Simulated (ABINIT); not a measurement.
The system is CdS (Greenockite).

```
Cd S
1.0
     4.15000    0.00000    0.00000
    -2.07500    3.59401    0.00000
     0.00000    0.00000    6.73700
Cd S
2 2
Cartesian
  2.0750 1.1980 3.3685
  0.0000 2.3960 0.0000
  2.0750 1.1980 5.8949
  0.0000 2.3960 2.5264
```

Base run:

- Program: ABINIT 10.8.3 (patched build)
- Functional: PBE
- Potentials or basis: PseudoDojo NC SR PBE v0.4.1 standard
- Cutoff: 1279 eV
- k mesh: 5 × 5 × 3
- Occupations: fermi-dirac, width 0.05 eV
- Spin: no spin polarisation

Its results: band gap on the k mesh 1.19 eV, direct; largest force 0.065 eV/Å.

Problem. After a change of settings the same cell gave: band gap on the k mesh 0.91 eV, direct; largest force 0.058 eV/Å. Which change was it?
A. potentials or basis from PseudoDojo NC SR PBE v0.4.1 standard to SG15 NC PBE v1.2
B. cutoff from 1279 eV to 1388 eV
C. functional from PBE to LDA; potentials or basis from PseudoDojo NC SR PBE v0.4.1 standard to PseudoDojo NC SR LDA v0.4.1 standard

Solution. C.

Caveats: an odd mesh through Γ misses points on the zone boundary, where band edges often lie.

Not every run made on this cell is shown here.
